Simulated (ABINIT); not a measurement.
A run of ABINIT 10.8.3 (patched build) is set up as follows.

File run.abi:

```
# Pseudopotentials
pp_dirpath "./"
pseudos "Ga.GGA_PBE-JTH.xml"

# Structure
acell 5.066727572 5.186201503 5.1532565417
rprim
     0.9997904798    -0.0098291928     0.0179550418
    -0.0096027588     0.9999061199     0.0097743798
     0.0176535565     0.0098368678     0.9997957731
ntypat 1
znucl 31
natom 1
typat 1
xred
    -0.0051250000     0.0104450000    -0.0005950000
chkprim 0
chksymtnons 0
tolsym 1.0e-6

# Plane-wave basis
ecut 462.593566 eV
pawecutdg 34.0
pawxcdev 0

# k points
kptopt 1
ngkpt 10 10 10
nshiftk 1
shiftk 0.0 0.0 0.0

# Exchange and correlation
ixc 11

# Bands and occupations
nband 11
occopt 3
tsmear 0.05 eV

# SCF cycle
nstep 100
tolvrs 1.0e-9

# Output
iomode 3
prtwf 0
prtden 0
prteig 0
prtebands 0
enunit 1
```

Potentials or basis: JTH PAW PBE v2.0.

The run is started by

```sh
$ abinit run.abi > log 2>&1
```

**Question.** Estimate the band gap on the k mesh.

**Answer.** None (metal or under the smearing width).

**Question.** What does it give for the pressure?

**Answer.** 0.0 GPa.

Stress tensor (GPa, compression positive):
```
 1.44 -0.52  0.78
-0.52 -0.82  0.49
 0.78  0.49 -0.75
```
